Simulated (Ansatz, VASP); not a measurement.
## One calculation of Ir, two programs

File INCAR:

```
SYSTEM = Ir
PREC     = Accurate       ! precision mode
ENCUT    = 600            ! plane-wave cutoff, eV
EDIFF    = 1E-6           ! SCF threshold, eV
ISMEAR   = -1             ! smearing method
SIGMA    = 0.15           ! smearing width, eV
LREAL    = .FALSE.        ! projectors in reciprocal space
LASPH    = .TRUE.         ! aspherical terms in the spheres
NELM     = 80             ! most SCF steps
ALGO     = Normal         ! electronic algorithm
ISIF     = 3              ! what is computed and relaxed
LWAVE    = .FALSE.        ! write WAVECAR
LCHARG   = .FALSE.        ! write CHGCAR
GGA      = PS             ! functional
IBRION   = 2              ! ionic algorithm
NSW      = 80             ! ionic steps
EDIFFG   = -0.001         ! ionic threshold
```

Contents of KPOINTS:

```
Automatic mesh
0
G
  20 20 20
  0 0 0
```

File POSCAR:

```
Ir
1.0
    0.0000000000      1.9151152071      1.9151152071
    1.9151152071      0.0000000000      1.9151152071
    1.9151152071      1.9151152071      0.0000000000
Ir
1
Direct
    0.0000000000      0.0000000000      0.0000000000
```

Input for Ansatz:

```yaml
crystal:
  lattice:
    - [0.0, 1.9151152071, 1.9151152071]
    - [1.9151152071, 0.0, 1.9151152071]
    - [1.9151152071, 1.9151152071, 0.0]
  atoms:
    - { symbol: Ir, position: [0.0, 0.0, 0.0] }
basis:
  ecutwfc: 420
kpoints:
  mp_grid: { grid: [20, 20, 20] }
hamiltonian:
  xc: pbesol
scf:
  occupations: { method: fermi_dirac, width: 0.15 }
output:
  forces: true
  stress: true
  eigenvalues: true
relax:
  adjacent_minimum: "off"
  f_tol: 0.001
  max_steps: 60
  cell: { stress_tol: 0.01 }
```

Alike in both runs: task relaxation of cell and atoms; functional PBEsol; k mesh 20 × 20 × 20; occupations fermi-dirac, width 0.15 eV; no spin polarisation.

```csv
,VASP,Ansatz
version,VASP 6.6.1,Ansatz 0.2.0
potentials or method,"VASP PAW PBE potentials, release 64 (Ir)","scalar-relativistic, plane waves, PAW"
plane-wave cutoff (eV),600,420
valence electrons in the cell,9,17
```

|  | VASP | Ansatz | Ansatz less VASP |
| --- | --- | --- | --- |
| gap on the k mesh at the Fermi level, each at its own relaxed structure (eV) | none | none | - |
| relaxed volume (Å³/atom) | 14.11 | 14.07 | -0.039 |
| relaxed cell length with the largest relative difference (Å) | 2.712 | 2.710 | -0.0025 |

A gap of «none» marks a metal or a gap that the smearing closes. The two sets of potentials don't hold the same shells in valence.

Caveats: the PAW data sets were made with another functional, which shifts forces and pressure a little (VASP). Zero-point motion and thermal expansion aren't in these numbers. The runs have no spin-orbit coupling, so splittings on Ir are missing.
